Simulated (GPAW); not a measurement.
# CaO (Fm-3m) in GPAW: settings compared, part 2 of 2

GPAW 26.7.0. The steps go on from the part before.

## (3) Relaxation of cell and atoms, LDA

The input, run.py:

```python
from ase.filters import FrechetCellFilter
from ase.io import read, write
from ase.optimize import LBFGS
from gpaw import GPAW, PW

atoms = read('CaO.xyz')

calc = GPAW(mode=PW(800),
            xc='LDA',
            kpts={'size': (10, 10, 10), 'gamma': True},
            occupations={'name': 'fermi-dirac', 'width': 0.05},
            nbands=16,
            convergence={'density': 1e-05, 'forces': 0.0001},
            maxiter=150,
            txt='gpaw.txt')
atoms.calc = calc
opt = LBFGS(FrechetCellFilter(atoms), trajectory='relax.traj', logfile='-')
done = opt.run(fmax=0.02, steps=100)
calc.write('gs.gpw')
write('result.traj', atoms)
print('Converged:', done)
print('Cell:', atoms.cell.cellpar().round(4))
print('Volume:', round(atoms.get_volume(), 4))
print(atoms.get_scaled_positions().round(5))
```

The input, CaO.xyz:

```xyz
2
Lattice="0.0000000000 2.4035556960 2.4035556960 2.4035556960 0.0000000000 2.4035556960 2.4035556960 2.4035556960 0.0000000000" Properties=species:S:1:pos:R:3 pbc="T T T"
Ca     0.0000000000      0.0000000000      0.0000000000
O      2.4035556960      2.4035556960      2.4035556960
```

Potentials or basis: the program's PAW data sets (release 1.2.1) made for this functional, pw.

On the command line:

```sh
> OMP_NUM_THREADS=1 python run.py
```

gpaw.txt:

```text
__  _  _
 | _ |_)|_||  |
 |__||  | ||/\| - 26.7.0

Input parameters:
  mode=PW(ecut=800.0),
  convergence={'density': 1e-05, 'forces': 0.0001},
  kpts=MonkhorstPack(size=(10, 10, 10), gamma=True),
  maxiter=150,
  nbands=16,
  occupations=Occupations(name='fermi-dirac', width=0.05),
  xc=XC(name='LDA')

Diagonalizing LCAO Hamiltonian
Converting LCAO to pw mode

               O

       Ca

Atoms  # Å, Bohr magnetons
|   | symbol |        x |        y |        z |    initial magnetic moments |
|---|--------|----------|----------|----------|-----------------------------|
| 0 |     Ca | 0.000000 | 0.000000 | 0.000000 | ( 0.0000,  0.0000,  0.0000) |
| 1 |      O | 2.403556 | 2.403556 | 2.403556 | ( 0.0000,  0.0000,  0.0000) |

Unit cell  # Å
| periodic |        x |        y |        z |  lengths |    angles |
|----------|----------|----------|----------|----------|-----------|
|      yes | 0.000000 | 2.403556 | 2.403556 | 3.399141 | 60.000000 |
|      yes | 2.403556 | 0.000000 | 2.403556 | 3.399141 | 60.000000 |
|      yes | 2.403556 | 2.403556 | 0.000000 | 3.399141 | 60.000000 |

Number of symmetries: 48
Symmetry operations  # r_c * U_cc + t_c -> r_c
|    | kind |            matrix            |
|----|------|------------------------------|
|  0 |  σ   |  1, 0, 0,  1, 0,-1,  1,-1, 0 |
|  1 |  C2  |  1, 0, 0,  1,-1, 0,  1, 0,-1 |
|  2 |  E   |  1, 0, 0,  0, 1, 0,  0, 0, 1 |
|  3 |  σ   |  1, 0, 0,  0, 0, 1,  0, 1, 0 |
|  4 |  C4  |  1, 0,-1,  1, 0, 0,  1,-1, 0 |
|  5 |  S6  |  1, 0,-1,  1,-1, 0,  1, 0, 0 |
|  6 |  σ   |  1, 0,-1,  0, 1,-1,  0, 0,-1 |
|  7 |  C3  |  1, 0,-1,  0, 0,-1,  0, 1,-1 |
|  8 |  S6  |  1,-1, 0,  1, 0, 0,  1, 0,-1 |
[... 172 lines left out ...]
SCF iterations
|iter     | |      energy | eigst |  dens |force |
|---------|-|-------------|-------|-------|------|
|iter:   1| |  -15.721092 | +0.59 |       |      |
|iter:   2| |  -15.363836 | -1.74 | -0.97 |      |
|iter:   3| |  -14.547795 | -1.27 | -1.03 |      |
|iter:   4| |  -14.531580 | -2.88 | -1.48 |      |
|iter:   5| |  -14.526757 | -3.79 | -1.72 |      |
|iter:   6| |  -14.526668c| -5.31 | -2.91 |      |
|iter:   7| |  -14.526670c| -6.06 | -3.26 |      |
|iter:   8| |  -14.526670c| -7.75c| -4.03 |      |
|iter:   9| |  -14.526670c| -8.30c| -4.94 |      |
|iter:  10| |  -14.526670c| -8.94c| -5.50c|      |
|iter:  11| |  -14.526670c|-10.06c| -6.50c|-23.76c|

Converged in 11 steps
Energy contributions relative to reference atoms: (reference = -20494.320923)

Energy contributions:
  Kinetic:          11.721786
  Coulomb:          -9.471328
  Zero:             -0.476813
  External:          0.000000
  Xc:              -16.300314
  Entropy:          -0.000000
  Spinorbit:         0.000000
  ----------------------------
  Free energy:     -14.526670
  Extrapolated:    -14.526670
[... 24 lines left out ...]
Gap: 3.523 eV
Transition (v -> c):
  (s=0, k=0, n=7, [0.00, 0.00, 0.00]) -> (s=0, k=41, n=8, [0.50, 0.50, 0.00])
Direct/indirect transitions are different
Direct gap: 3.902 eV
Transition at: (s=0, k=41, n=7, [0.50, 0.50, 0.00])

Stress tensor  # eV/Ang^3
|         x |        y |         z |
|-----------|----------|-----------|
|  0.039269 | 0.000000 | -0.000000 |
|  0.000000 | 0.039269 |  0.000000 |
| -0.000000 | 0.000000 |  0.039269 |

Forces  # eV/Ang
|        x |        y |        z |
|----------|----------|----------|
| -0.00000 |  0.00000 | -0.00000 |  # Ca   0
|  0.00000 | -0.00000 | -0.00000 |  # O    1

Interpolating wave functions to new cell

               O

       Ca

Atoms  # Å, Bohr magnetons
|   | symbol |         x |        y |         z |    initial magnetic moments |
[... 281 lines left out ...]
|      yes | 0.000000 |  2.357159 |  2.357159 | 3.333527 | 60.000000 |
|      yes | 2.357159 | -0.000000 |  2.357159 | 3.333527 | 60.000000 |
|      yes | 2.357159 |  2.357159 | -0.000000 | 3.333527 | 60.000000 |

Number of symmetries: 48
Symmetry operations  # r_c * U_cc + t_c -> r_c
|    | kind |            matrix            |
|----|------|------------------------------|
|  0 |  σ   |  1, 0, 0,  1, 0,-1,  1,-1, 0 |
|  1 |  C2  |  1, 0, 0,  1,-1, 0,  1, 0,-1 |
|  2 |  E   |  1, 0, 0,  0, 1, 0,  0, 0, 1 |
|  3 |  σ   |  1, 0, 0,  0, 0, 1,  0, 1, 0 |
|  4 |  C4  |  1, 0,-1,  1, 0, 0,  1,-1, 0 |
|  5 |  S6  |  1, 0,-1,  1,-1, 0,  1, 0, 0 |
|  6 |  σ   |  1, 0,-1,  0, 1,-1,  0, 0,-1 |
|  7 |  C3  |  1, 0,-1,  0, 0,-1,  0, 1,-1 |
|  8 |  S6  |  1,-1, 0,  1, 0, 0,  1, 0,-1 |
[... 172 lines left out ...]
SCF iterations
|iter     | |      energy | eigst |  dens |force |
|---------|-|-------------|-------|-------|------|
|iter:   1| |  -14.720741 | -0.88 |       |      |
|iter:   2| |  -14.676548 | -3.22 | -1.40 |      |
|iter:   3| |  -14.557344 | -2.18 | -1.46 |      |
|iter:   4| |  -14.555405 | -3.75 | -2.17 |      |
|iter:   5| |  -14.555878c| -4.42 | -2.64 |      |
|iter:   6| |  -14.556327c| -5.40 | -3.01 |      |
|iter:   7| |  -14.556328c| -7.58c| -4.54 |      |
|iter:   8| |  -14.556328c| -7.90c| -4.92 |      |
|iter:   9| |  -14.556328c| -9.04c| -5.93c|      |
|iter:  10| |  -14.556328c|-10.00c| -6.64c|-24.47c|

Converged in 10 steps
Energy contributions relative to reference atoms: (reference = -20494.320923)

Energy contributions:
  Kinetic:          15.699641
  Coulomb:         -12.438286
  Zero:             -0.523106
  External:          0.000000
  Xc:              -17.294578
  Entropy:          -0.000000
  Spinorbit:         0.000000
  ----------------------------
  Free energy:     -14.556328
  Extrapolated:    -14.556328
[... 24 lines left out ...]
Gap: 3.493 eV
Transition (v -> c):
  (s=0, k=0, n=7, [0.00, 0.00, 0.00]) -> (s=0, k=41, n=8, [0.50, 0.50, 0.00])
Direct/indirect transitions are different
Direct gap: 3.856 eV
Transition at: (s=0, k=41, n=7, [0.50, 0.50, 0.00])

Stress tensor  # eV/Ang^3
|         x |         y |         z |
|-----------|-----------|-----------|
| -0.002462 | -0.000000 | -0.000000 |
| -0.000000 | -0.002462 |  0.000000 |
| -0.000000 |  0.000000 | -0.002462 |

Forces  # eV/Ang
|        x |        y |        z |
|----------|----------|----------|
| -0.00000 |  0.00000 | -0.00000 |  # Ca   0
|  0.00000 | -0.00000 |  0.00000 |  # O    1

Interpolating wave functions to new cell

               O

       Ca

Atoms  # Å, Bohr magnetons
|   | symbol |         x |        y |        z |    initial magnetic moments |
|---|--------|-----------|----------|----------|-----------------------------|
| 0 |     Ca | -0.000000 | 0.000000 | 0.000000 | ( 0.0000,  0.0000,  0.0000) |
| 1 |      O |  2.359691 | 2.359691 | 2.359691 | ( 0.0000,  0.0000,  0.0000) |

Unit cell  # Å
| periodic |        x |         y |         z |  lengths |    angles |
|----------|----------|-----------|-----------|----------|-----------|
|      yes | 0.000000 |  2.359691 |  2.359691 | 3.337107 | 60.000000 |
|      yes | 2.359691 | -0.000000 |  2.359691 | 3.337107 | 60.000000 |
|      yes | 2.359691 |  2.359691 | -0.000000 | 3.337107 | 60.000000 |

Number of symmetries: 48
Symmetry operations  # r_c * U_cc + t_c -> r_c
|    | kind |            matrix            |
|----|------|------------------------------|
|  0 |  σ   |  1, 0, 0,  1, 0,-1,  1,-1, 0 |
|  1 |  C2  |  1, 0, 0,  1,-1, 0,  1, 0,-1 |
|  2 |  E   |  1, 0, 0,  0, 1, 0,  0, 0, 1 |
|  3 |  σ   |  1, 0, 0,  0, 0, 1,  0, 1, 0 |
|  4 |  C4  |  1, 0,-1,  1, 0, 0,  1,-1, 0 |
|  5 |  S6  |  1, 0,-1,  1,-1, 0,  1, 0, 0 |
|  6 |  σ   |  1, 0,-1,  0, 1,-1,  0, 0,-1 |
|  7 |  C3  |  1, 0,-1,  0, 0,-1,  0, 1,-1 |
|  8 |  S6  |  1,-1, 0,  1, 0, 0,  1, 0,-1 |
[... 172 lines left out ...]
SCF iterations
|iter     | |      energy | eigst |  dens |force |
|---------|-|-------------|-------|-------|------|
|iter:   1| |  -14.557254 | -3.10 |       |      |
|iter:   2| |  -14.557048 | -5.53 | -2.56 |      |
|iter:   3| |  -14.556494c| -4.50 | -2.62 |      |
|iter:   4| |  -14.556486c| -6.11 | -3.33 |      |
|iter:   5| |  -14.556488c| -6.70 | -3.76 |      |
|iter:   6| |  -14.556490c| -7.70c| -4.15 |      |
|iter:   7| |  -14.556490c| -9.02c| -5.86c|      |
|iter:   8| |  -14.556490c| -9.67c| -6.17c|-24.20c|

Converged in 8 steps
Energy contributions relative to reference atoms: (reference = -20494.320923)

Energy contributions:
  Kinetic:          15.467386
  Coulomb:         -12.265460
  Zero:             -0.520437
  External:          0.000000
  Xc:              -17.237979
  Entropy:           0.000000
  Spinorbit:         0.000000
  ----------------------------
  Free energy:     -14.556490
  Extrapolated:    -14.556490
[... 24 lines left out ...]
Gap: 3.495 eV
Transition (v -> c):
  (s=0, k=0, n=7, [0.00, 0.00, 0.00]) -> (s=0, k=41, n=8, [0.50, 0.50, 0.00])
Direct/indirect transitions are different
Direct gap: 3.859 eV
Transition at: (s=0, k=41, n=7, [0.50, 0.50, 0.00])

Stress tensor  # eV/Ang^3
|         x |         y |        z |
|-----------|-----------|----------|
|  0.000132 | -0.000000 | 0.000000 |
| -0.000000 |  0.000132 | 0.000000 |
|  0.000000 |  0.000000 | 0.000132 |

Forces  # eV/Ang
|        x |       y |        z |
|----------|---------|----------|
| -0.00000 | 0.00000 | -0.00000 |  # Ca   0
| -0.00000 | 0.00000 | -0.00000 |  # O    1

# Writing to gs.gpw (mode='')
```

Wall time 81 s (1 thread of Arm Neoverse V1, shared host); peak memory 0.24 GiB.

What came out:

```yaml
Free_energy: -14.5565 eV
Relaxed_volume: 13.14 Å³/atom
Relaxed_cell: a = 3.337 Å, b = 3.337 Å, c = 3.337 Å, α = 60.00°, β = 60.00°, γ = 60.00°
Space_group_after_relaxing_to_0.05_Å: Fm-3m (No. 225)
Energy_gained_by_relaxing: 14.9 meV/atom
Ionic_steps: 4
Pressure_after_relaxing: 0.0 GPa
Band_gap_on_the_k_mesh: 3.50 eV, indirect (least direct gap 3.86 eV)
```

The path:
```tsv
step	energy change (eV)	largest force (eV/Å)	pressure (GPa)	volume (Å³)
1	0.0000	0.0000	-6.29	27.77
2	-0.0113	0.0000	-5.09	27.45
3	-0.0297	0.0000	0.39	26.19
4	-0.0298	0.0000	-0.02	26.28
```

Final structure:
```
Ca O
1.0
     0.00000    2.35969    2.35969
     2.35969    0.00000    2.35969
     2.35969    2.35969    0.00000
Ca O
1 1
Cartesian
  0.0000 0.0000 0.0000
  2.3597 2.3597 2.3597
```

Levels at points of the mesh, in eV from the valence-band top:
```
           k point  band 4  band 5  band 6  band 7  band 8  band 9  band 10  band 11  band 12
(0.00, 0.00, 0.00)  -17.89  -15.29    0.00    0.00    0.00    5.02     6.26     6.26     6.26
(0.50, 0.50, 0.00)  -18.18  -15.04   -1.29   -0.36   -0.36    3.50     8.42     9.14     9.85
(0.50, 0.50, 0.50)  -17.96  -13.81   -2.82   -1.31   -1.31    7.22     8.58     8.58     8.71
```

Caveat: later steps reuse the first step's grids. A k mesh can miss the band edges.

## (4) Relaxation of cell and atoms, PBEsol

The input, run.py:

```python
from ase.filters import FrechetCellFilter
from ase.io import read, write
from ase.optimize import BFGS
from gpaw import GPAW, PW, setup_paths

setup_paths.insert(0, '.')

atoms = read('POSCAR')

calc = GPAW(mode=PW(800),
            xc='PBEsol',
            kpts={'size': (10, 10, 10), 'gamma': True},
            occupations={'name': 'fermi-dirac', 'width': 0.05},
            nbands=16,
            convergence={'density': 1e-05, 'forces': 0.0001},
            maxiter=150,
            txt='gpaw.txt')
atoms.calc = calc
opt = BFGS(FrechetCellFilter(atoms), trajectory='relax.traj', logfile='-')
done = opt.run(fmax=0.01, steps=60)
calc.write('gs.gpw')
write('result.traj', atoms)
print('Converged:', done)
print('Cell:', atoms.cell.cellpar().round(4))
print('Volume:', round(atoms.get_volume(), 4))
print(atoms.get_scaled_positions().round(5))
```

The input, POSCAR:

```
CaO
1.0
    0.0000000000      2.4035556960      2.4035556960
    2.4035556960      0.0000000000      2.4035556960
    2.4035556960      2.4035556960      0.0000000000
Ca O
1 1
Direct
    0.0000000000      0.0000000000      0.0000000000
    0.5000000000      0.5000000000      0.5000000000
```

Potentials or basis: PAW data sets generated in the run's folder for this functional, pw.

On the command line:

```sh
> gpaw-setup -f PBEsol Ca O
> OMP_NUM_THREADS=1 python run.py
```

It took 64 s on 1 thread of Arm Neoverse V1, shared host; peak memory 0.22 GiB.

It converged, with:

```yaml
Free_energy: -13.7058 eV
Relaxed_volume: 13.62 Å³/atom
Relaxed_cell: a = 3.378 Å, b = 3.378 Å, c = 3.378 Å, α = 60.00°, β = 60.00°, γ = 60.00°
Space_group_after_relaxing_to_0.05_Å: Fm-3m (No. 225)
Energy_gained_by_relaxing: 1.6 meV/atom
Ionic_steps: 3
Pressure_after_relaxing: 0.0 GPa
Band_gap_on_the_k_mesh: 3.58 eV, indirect (least direct gap 3.96 eV)
```

Step by step:
| step | energy change (eV) | largest force (eV/Å) | pressure (GPa) | volume (Å³) |
| --- | --- | --- | --- | --- |
| 1 | 0.0000 | 0.0000 | -2.07 | 27.77 |
| 2 | -0.0012 | 0.0000 | -1.66 | 27.66 |
| 3 | -0.0031 | 0.0000 | 0.04 | 27.25 |

Final structure:
```
Ca O
1.0
     0.00000    2.38831    2.38831
     2.38831    0.00000    2.38831
     2.38831    2.38831    0.00000
Ca O
1 1
Direct
  0.00000 0.00000 0.00000
  0.50000 0.50000 0.50000
```

Levels at points of the mesh, in eV from the valence-band top:
| k point | band 6 | band 7 | band 8 | band 9 | band 10 | band 11 |
| --- | --- | --- | --- | --- | --- | --- |
| (0.00, 0.00, 0.00) | 0.00 | 0.00 | 0.00 | 4.73 | 6.26 | 6.26 |
| (0.50, 0.50, 0.00) | -1.32 | -0.38 | -0.38 | 3.58 | 8.17 | 8.99 |
| (0.50, 0.50, 0.50) | -2.72 | -1.22 | -1.22 | 7.11 | 8.45 | 8.45 |

Caveat: later steps reuse the first step's grids. A hybrid or GW would open this gap; PBEsol tends to underestimate it.

## (5) The runs side by side

```tsv
level	potentials or basis	optimizer	fmax	max steps	gap on the mesh (eV)	pressure (GPa)	relaxed volume (Å³/atom)
PBE	GPAW PAW data sets (gpaw-data 1.2.1), pw	BFGS	0.02 eV/Å	100	3.69	0.0	14.16
LDA	the program's PAW data sets (release 1.2.1) made for this functional, pw	LBFGS	0.02 eV/Å	100	3.50	0.0	13.14
PBEsol	PAW data sets generated in the run's folder for this functional, pw	BFGS	0.01 eV/Å	60	3.58	0.0	13.62
```

Alike in all rows: task relaxation of cell and atoms; no spin polarisation; cell relaxed; k mesh 10 × 10 × 10; cutoff (eV) 800; smearing fermi-dirac 0.05 eV.

Caveats: later steps reuse the first step's grids.

Absolute energies hang on the potentials; compare differences alone.
